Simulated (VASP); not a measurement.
# Settings for PbS: self-consistent run

PbS, Cm (no. 8), 2 atoms in the cell. PBE; PAW potentials Pb_d, S (PBE set). VASP 6.6.1. The atoms are moved at random off their ideal places.

Wanted: energy within 1 meV/atom; forces within 0.005 eV/Å; pressure within 0.1 GPa.

POSCAR:
```
PbS
1.0
    0.0000000000      2.9657500000      2.9657500000
    2.9657500000      0.0000000000      2.9657500000
    2.9657500000      2.9657500000      0.0000000000
Pb S
1 1
Direct
    0.0021700000      0.0027380000     -0.0076620000
    0.5017230000      0.5010560000      0.4950400000
```

## One numerical tag moved

| One numerical tag moved | Energy less reference (meV/atom) | Forces, largest deviation (eV/Å) | Pressure (GPa) | SCF iterations | Time (s) |
|---|---|---|---|---|---|
| default | 0.0 | 0.0000 | 2.11 | 13 | 64 |
| RANDOM_GENERATOR = pcg_32 | 0.0 | 0.0000 | 2.11 | 13 | 82 |
| LMAXPAW = -1 | 0.5 | 0.0002 | 2.04 | 13 | 87 |
| NDAV = 8 | 0.0 | 0.0000 | 2.11 | 13 | 93 |
| LCORR = F | 0.0 | 0.0000 | 2.11 | 13 | 82 |
| NDAV = 2 | 0.0 | 0.0000 | 2.11 | 13 | 81 |
| DEPER = 0.6 | 0.0 | 0.0000 | 2.11 | 14 | 81 |
| LMAXPAW = 0 | 0.0 | 0.0000 | 2.11 | 13 | 76 |
| WEIMIN = 0.0 | 0.0 | 0.0000 | 2.11 | 13 | 78 |

Chosen: default; no other choice that stays within half of the tolerance saves 30 % of the time.

## The input

INCAR:
```
  PREC = Accurate
  ENCUT = 520
  EDIFF = 1E-7
  ISMEAR = 0
  SIGMA = 0.02
  LREAL = False
  LASPH = True
  ALGO = Normal
  NELM = 100
  ISIF = 2
  LWAVE = False
  LCHARG = False
```

KPOINTS:
```
k-points
0
Gamma
  7 7 7
```

Commands:
```
cat potpaw_PBE.64/Pb_d/POTCAR potpaw_PBE.64/S/POTCAR > POTCAR
mpirun -np 1 vasp_std > vasp.out
```

The chosen input took VASP 6.6.1 64 s on 1 core (AMD EPYC 9R45 (Zen 5)), a shared host.
